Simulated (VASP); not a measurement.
# InSe in VASP: a series of runs

Runs on InSe. Level: PBE+D3(BJ). Tasks: band structure.

Everything below comes from runs of VASP 6.6.1. Logs are shortened: lines on timing, memory, paths and dates and some standing lists are left out, and cuts for length are marked.

### 1 The structure

The cell holds a slab with vacuum, 16 atoms: a = 4.034 Å, b = 4.034 Å, c = 48.678 Å, α = 90.00°, β = 90.00°, γ = 120.00°.

### 2 Band structure, PBE+D3(BJ)

INCAR

```
SYSTEM = InSe
ALGO = Normal ; DIPOL = 0.5 0.5 0.500
EDIFF = 1E-7 ; ENCUT = 520
GGA = PE ; IDIPOL = 3
ISIF = 2 ; ISMEAR = 0
IVDW = 12 ; KPAR = 8
LASPH = .True. ; LCHARG = .False.
LDIPOL = .True. ; LREAL = .False.
LVACPOTAV = .True. ; LVHAR = .True.
LWAVE = .False. ; NBANDS = 90
NELM = 80 ; PREC = Accurate
SIGMA = 0.03
```

KPOINTS

```
k-points
0
Gamma
  9 9 1
  0 0 0
```

POSCAR

```
InSe                                    
1.0
    4.0337196247      0.0000000000      0.0000000000
   -2.0168598124      3.4933036717      0.0000000000
    0.0000000000      0.0000000000     48.6777120000
  Se              In            
     8     8
Direct
     0.0000000000000000    0.0000000000000000    0.1879613740658175
     0.0000000000000000    0.0000000000000000    0.2984708069373011
     0.6666666699999979    0.3333333300000021    0.3592442793521323
     0.6666666699999979    0.3333333300000021    0.4695493995990765
     0.3333333300000021    0.6666666699999979    0.5304000122681644
     0.3333333300000021    0.6666666699999979    0.6407189986735632
     0.0000000000000000    0.0000000000000000    0.7015498445598262
     0.0000000000000000    0.0000000000000000    0.8120254402656581
     0.6666666699999979    0.3333333300000021    0.2145296517088998
     0.6666666699999979    0.3333333300000021    0.2719657563288863
     0.3333333300000021    0.6666666699999979    0.3856831119040713
     0.3333333300000021    0.6666666699999979    0.4430665811954216
     0.0000000000000000    0.0000000000000000    0.5568485498379343
     0.0000000000000000    0.0000000000000000    0.6142361524908783
     0.6666666699999979    0.3333333300000021    0.7280210031613085
     0.6666666699999979    0.3333333300000021    0.7854516276510725
```

KPOINTS_OPT

```
explicit points
67
Reciprocal
 0.0000000000  0.0000000000  0.0000000000 1
 0.0357142900  0.0000000000  0.0000000000 1
 0.0714285700  0.0000000000  0.0000000000 1
 0.1071428600  0.0000000000  0.0000000000 1
 0.1428571400  0.0000000000  0.0000000000 1
 0.1785714300  0.0000000000  0.0000000000 1
 0.2142857100  0.0000000000  0.0000000000 1
 0.2500000000  0.0000000000  0.0000000000 1
 0.2857142900  0.0000000000  0.0000000000 1
 0.3214285700  0.0000000000  0.0000000000 1
 0.3571428600  0.0000000000  0.0000000000 1
 0.3928571400  0.0000000000  0.0000000000 1
 0.4285714300  0.0000000000  0.0000000000 1
 0.4642857100  0.0000000000  0.0000000000 1
 0.5000000000  0.0000000000  0.0000000000 1
 0.4791666700  0.0416666700  0.0000000000 1
 0.4583333300  0.0833333300  0.0000000000 1
 0.4375000000  0.1250000000  0.0000000000 1
 0.4166666700  0.1666666700  0.0000000000 1
 0.3958333300  0.2083333300  0.0000000000 1
 0.3750000000  0.2500000000  0.0000000000 1
 0.3541666700  0.2916666700  0.0000000000 1
 0.3333333300  0.3333333300  0.0000000000 1
 0.3137254900  0.3137254900  0.0000000000 1
 0.2941176500  0.2941176500  0.0000000000 1
 0.2745098000  0.2745098000  0.0000000000 1
 0.2549019600  0.2549019600  0.0000000000 1
 0.2352941200  0.2352941200  0.0000000000 1
 0.2156862700  0.2156862700  0.0000000000 1
 0.1960784300  0.1960784300  0.0000000000 1
 0.1764705900  0.1764705900  0.0000000000 1
 0.1568627500  0.1568627500  0.0000000000 1
 0.1372549000  0.1372549000  0.0000000000 1
 0.1176470600  0.1176470600  0.0000000000 1
 0.0980392200  0.0980392200  0.0000000000 1
 0.0784313700  0.0784313700  0.0000000000 1
 0.0588235300  0.0588235300  0.0000000000 1
 0.0392156900  0.0392156900  0.0000000000 1
 0.0196078400  0.0196078400  0.0000000000 1
 0.0000000000  0.0000000000  0.0000000000 1
 0.0000000000  0.0000000000  0.0000000000 1
 0.0076394400 -0.0038197200  0.0000000000 1
-0.0076394400  0.0038197200  0.0000000000 1
 0.0222816900 -0.0111408500  0.0000000000 1
-0.0222816900  0.0111408500  0.0000000000 1
-0.0000000000  0.0066159500  0.0000000000 1
 0.0000000000 -0.0066159500  0.0000000000 1
-0.0000000000  0.0192965100  0.0000000000 1
 0.0000000000 -0.0192965100  0.0000000000 1
 0.5000000000  0.0000000000  0.0000000000 1
 0.5076394400 -0.0038197200  0.0000000000 1
 0.4923605600  0.0038197200  0.0000000000 1
 0.5222816900 -0.0111408500  0.0000000000 1
 0.4777183100  0.0111408500  0.0000000000 1
 0.5000000000  0.0066159500  0.0000000000 1
 0.5000000000 -0.0066159500  0.0000000000 1
 0.5000000000  0.0192965100  0.0000000000 1
 0.5000000000 -0.0192965100  0.0000000000 1
 0.3333333300  0.3333333300  0.0000000000 1
 0.3409727700  0.3295136100  0.0000000000 1
 0.3256938900  0.3371530500  0.0000000000 1
 0.3556150200  0.3221924800  0.0000000000 1
 0.3110516400  0.3444741800  0.0000000000 1
 0.3333333300  0.3399492800  0.0000000000 1
 0.3333333300  0.3267173800  0.0000000000 1
 0.3333333300  0.3526298400  0.0000000000 1
 0.3333333300  0.3140368200  0.0000000000 1
```

Potentials or basis: VASP PAW PBE potentials, release 64 (Se, In_d).

Launch:

```
$ cat potpaw_PBE.64/Se/POTCAR potpaw_PBE.64/In_d/POTCAR > POTCAR
$ mpirun -np 8 vasp_std > vasp.out
```

OUTCAR:

```text
SYSTEM = InSe
   EDIFF = 1E-7
   ENCUT = 520
   GGA = PE
   ISIF = 2
   ISMEAR = 0
   IVDW = 12
   LASPH = .True.
   LREAL = .False.
   NELM = 80
   PREC = Accurate
 IVDW          = 12

 ion  position               nearest neighbor table
   1  0.000  0.000  0.188-   9 2.66   9 2.66   9 2.66
   2  0.000  0.000  0.298-  10 2.66  10 2.66  10 2.66
   3  0.667  0.333  0.359-  11 2.66  11 2.66  11 2.66
   4  0.667  0.333  0.470-  12 2.66  12 2.66  12 2.66
   5  0.333  0.667  0.530-  13 2.66  13 2.66  13 2.66
   6  0.333  0.667  0.641-  14 2.66  14 2.66  14 2.66
   7  0.000  0.000  0.702-  15 2.66  15 2.66  15 2.66
   8  0.000  0.000  0.812-  16 2.66  16 2.66  16 2.66
   9  0.667  0.333  0.215-   1 2.66   1 2.66   1 2.66  10 2.80
  10  0.667  0.333  0.272-   2 2.66   2 2.66   2 2.66   9 2.80
  11  0.333  0.667  0.386-   3 2.66   3 2.66   3 2.66  12 2.79
  12  0.333  0.667  0.443-   4 2.66   4 2.66   4 2.66  11 2.79
  13  0.000  0.000  0.557-   5 2.66   5 2.66   5 2.66  14 2.79
  14  0.000  0.000  0.614-   6 2.66   6 2.66   6 2.66  13 2.79
  15  0.667  0.333  0.728-   7 2.66   7 2.66   7 2.66  16 2.80
  16  0.667  0.333  0.785-   8 2.66   8 2.66   8 2.66  15 2.80

  LATTYP: Found a hexagonal cell.
 ALAT       =     4.0337196247
 C/A-ratio  =    12.0676984344

  Lattice vectors:

 A1 = (   4.0337196247,   0.0000000000,   0.0000000000)
 A2 = (  -2.0168598124,   3.4933036717,   0.0000000000)
 A3 = (   0.0000000000,   0.0000000000,  48.6777120000)

Analysis of symmetry for initial positions (statically):
=====================================================================
 Subroutine PRICEL returns:
 Original cell was already a primitive cell.

 Routine SETGRP: Setting up the symmetry group for a
 hexagonal supercell.

 Subroutine GETGRP returns: Found  6 space group operations
 (whereof  6 operations were pure point group operations)
 out of a pool of 24 trial point group operations.

The static configuration has the point symmetry C_3v.

Analysis of symmetry for dynamics (positions and initial velocities):
=====================================================================
 Subroutine PRICEL returns:
 Original cell was already a primitive cell.

 Routine SETGRP: Setting up the symmetry group for a
 hexagonal supercell.

 Subroutine GETGRP returns: Found  6 space group operations
 (whereof  6 operations were pure point group operations)
 out of a pool of 24 trial point group operations.

The dynamic configuration has the point symmetry C_3v.

 Subroutine INISYM returns: Found  6 space group operations
[... 124 lines left out ...]
   NUPDOWN=      -1.0000    fix difference up-down
   EMIN   =  10.00;   EMAX   =-10.00  energy-range for DOS
   EFERMI =   0.00;   METHOD = LEGACY
   ISMEAR =     0;   SIGMA  =   0.03  broadening in eV -4-tet -1-fermi 0-gaus
   EFERMI_NEDOS =   21; number of points for ismear=-14 and -15
   IALGO  =     38    algorithm
   IMIX   =      4    mixing-type and parameters
     AMIX     =   0.40;   BMIX     =  1.00
     AMIX_MAG =   1.60;   BMIX_MAG =  1.00
  volume/ion in A,a.u.               =      42.87       289.30
  Fermi-wavevector in a.u.,A,eV,Ry     =   0.990677  1.872108 13.353307  0.981440
  Thomas-Fermi vector in A             =   2.122364
   LORBIT       =      0    0 simple, 1 ext, 2 COOP (PROOUT), +10 PAW based schemes
   GGA     = PE    functional components
   LHFCALC =     F    Hartree Fock is set to
   AEXX    =    0.0000 exact exchange contribution
   IVDW    =    12    specifies the selected vdW correction
   LEPSILON=     F    determine dielectric tensor
   LRPA    =     F    only Hartree local field effects (RPA)
 non-spin polarized calculation
 Gauss-broadening in eV      SIGMA  =   0.03
  energy-cutoff  :      520.00
  volume of cell :      685.92
 maximum number of plane-waves:     18579
 NGX is ok and might be reduce to    30
   NGX = 15   NGY = 15   NGZ =181

 dipolmoment           0.000000      0.000000     -0.000979 electrons x Angstroem

 number of electron     152.0000008 magnetization

 dipolmoment           0.000000      0.000000      0.000543 electrons x Angstroem

 Free energy of the ion-electron system (eV)
  ---------------------------------------------------
  ext. energy  EPLUGINS =         0.00000000
  ---------------------------------------------------
  free energy    TOTEN  =       -56.68575397 eV

  energy without entropy =      -56.68575397  energy(sigma->0) =      -56.68575397

 E-fermi :   1.1079     XC(G=0):  -6.3083

 val. band max:        0.9420870179   @ k =   0.1111   0.0000   0.0000
 cond. band min:       1.6200456621   @ k =   0.0000   0.0000   0.0000
 fundamental gap:      0.6779586442
 Fermi energy:         1.1079173460

 k-point     1 :       0.0000    0.0000    0.0000
  band No.  band energies     occupation
      1     -13.6713      2.00000
      2     -13.6694      2.00000
      3     -13.6513      2.00000
      4     -13.6427      2.00000
      5     -13.4856      2.00000
      6     -13.4856      2.00000
[... 1081 lines left out ...]
     87       4.3982      0.00000
     88       4.4465      0.00000
 [bands above 88 left out]

------------------------ aborting loop because EDIFF is reached ----------------------------------------

 Edisp (eV)   -4.46441

 E8    (eV) :    -2.0707

  FORCE on cell =-STRESS in cart. coord.  units (eV):
  Direction    XX          YY          ZZ          XY          YZ          ZX
  --------------------------------------------------------------------------------------
  -------------------------------------------------------------------------------------
  Total      -0.07193    -0.07193    -0.22664     0.00000     0.00000    -0.00000
  in kB      -0.16801    -0.16801    -0.52939     0.00000     0.00000    -0.00000
  external pressure =       -0.29 kB  Pullay stress =        0.00 kB

 VOLUME and BASIS-vectors are now :
 -----------------------------------------------------------------------------
  energy-cutoff  :      520.00
  volume of cell :      685.92
      direct lattice vectors                 reciprocal lattice vectors
     4.033719625  0.000000000  0.000000000     0.247910141  0.143130986  0.000000000
    -2.016859812  3.493303672  0.000000000     0.000000000  0.286261973  0.000000000
     0.000000000  0.000000000 48.677712000     0.000000000  0.000000000  0.020543283

 POSITION                                       TOTAL-FORCE (eV/Angst)
 -----------------------------------------------------------------------------------
      0.00000      0.00000      9.14953        -0.000000      0.000000      0.002852
      0.00000      0.00000     14.52888        -0.000000      0.000000     -0.001630
      2.01686      1.16443     17.48719        -0.000000      0.000000     -0.000053
      2.01686      1.16443     22.85659         0.000000     -0.000000      0.001594
     -0.00000      2.32887     25.81866         0.000000     -0.000000     -0.000403
     -0.00000      2.32887     31.18873        -0.000000      0.000000     -0.000945
[... 8 lines left out ...]
      2.01686      1.16443     35.43840         0.000000      0.000000      0.000955
      2.01686      1.16443     38.23399         0.000000      0.000000     -0.002944
 -----------------------------------------------------------------------------------
    total drift:                               -0.000018      0.000011     -0.000366

  FREE ENERGIE OF THE ION-ELECTRON SYSTEM (eV)
  ---------------------------------------------------
  free  energy   TOTEN  =       -61.1501591112 eV

  energy  without entropy=      -61.1501591112  energy(sigma->0) =      -61.15015911

 vacuum level on the upper side and lower side of the slab         6.375         6.368
```

Wall time 15 min (8 MPI ranks of Intel Xeon 6975P-C (Granite Rapids), shared host); peak memory 1.1 GiB.

What came out:

* Free energy: -61.1502 eV
* Largest force: 0.005 eV/Å
* Band gap on the k mesh: 0.68 eV, indirect (least direct gap 0.71 eV)
* Band gap along the path: 0.66 eV, indirect (least direct gap 0.71 eV)
* Dispersion energy per atom: -0.279 eV
* Ionisation potential of the upper face: 5.43 eV

Forces in eV/Å, atoms in the order of the input:
```
Se   0.000  0.000  0.003
Se   0.000  0.000 -0.002
Se   0.000  0.000  0.000
Se   0.000  0.000  0.002
Se   0.000  0.000  0.000
Se   0.000  0.000 -0.001
Se   0.000  0.000  0.001
Se   0.000  0.000 -0.004
In   0.000  0.000  0.005
In   0.000  0.000 -0.002
In   0.000  0.000 -0.004
In   0.000  0.000  0.005
In   0.000  0.000 -0.005
In   0.000  0.000  0.005
In   0.000  0.000  0.001
In   0.000  0.000 -0.003
```

Caveat: spin-orbit coupling is left out, which moves the levels of the heavy elements.

### 3 Band structure, PBE+D3(BJ), spin-orbit coupling, no magnetisation

INCAR

```
SYSTEM = InSe
ALGO = Normal ; DIPOL = 0.5 0.5 0.500
EDIFF = 1E-7 ; ENCUT = 520
GGA = PE ; GGA_COMPAT = .False.
IDIPOL = 3 ; ISIF = 2
ISMEAR = 0 ; IVDW = 12
KPAR = 8 ; LASPH = .True.
LCHARG = .False. ; LDIPOL = .True.
LORBIT = 11 ; LREAL = .False.
LSORBIT = .True. ; LVACPOTAV = .True.
LVHAR = .True. ; LWAVE = .False.
MAGMOM = 0 0 0 0 0 0 0 0 0 0 0 0 0 0 0 0 0 0 0 0 0 0 0 0 0 0 0 0 0 0 0 0 0 0 0 0 0 0 0 0 0 0 0 0 0 0 0 0 ; NBANDS = 180
NELM = 80 ; PREC = Accurate
SIGMA = 0.03
```

KPOINTS is that of step 2.

POSCAR is that of step 2.

KPOINTS_OPT is that of step 2.

Potentials or basis: VASP PAW PBE potentials, release 64 (Se, In_d).

Launch:

```
$ cat potpaw_PBE.64/Se/POTCAR potpaw_PBE.64/In_d/POTCAR > POTCAR
$ mpirun -np 8 vasp_ncl > vasp.out
```

Run time: 1.8 h. Hardware: 8 MPI ranks of Intel Xeon 6975P-C (Granite Rapids), shared host; peak memory 5.6 GiB.

Results (log left out):

```yaml
Free_energy: -61.5954 eV
Largest_force: 0.010 eV/Å
Valence_electrons_inside_the_program's_atomic_spheres: Se 3.82, 3.83; In 11.39, 11.40
Dispersion_energy_per_atom: -0.279 eV
Work_function_of_the_upper_face: 5.25 eV
Work_function_of_the_lower_face: 5.24 eV
```

Forces in eV/Å, atoms in the order of the input:
```
Se   0.000  0.000  0.003
Se   0.000  0.000 -0.002
Se   0.000  0.000  0.000
Se   0.000  0.000  0.001
Se   0.000  0.000  0.000
Se   0.000  0.000 -0.001
Se   0.000  0.000  0.002
Se   0.000  0.000 -0.004
In   0.000  0.000  0.010
In   0.000  0.000 -0.007
In   0.000  0.000  0.001
In   0.000  0.000  0.000
In   0.000  0.000  0.000
In   0.000  0.000  0.000
In   0.000  0.000  0.006
In   0.000  0.000 -0.008
```
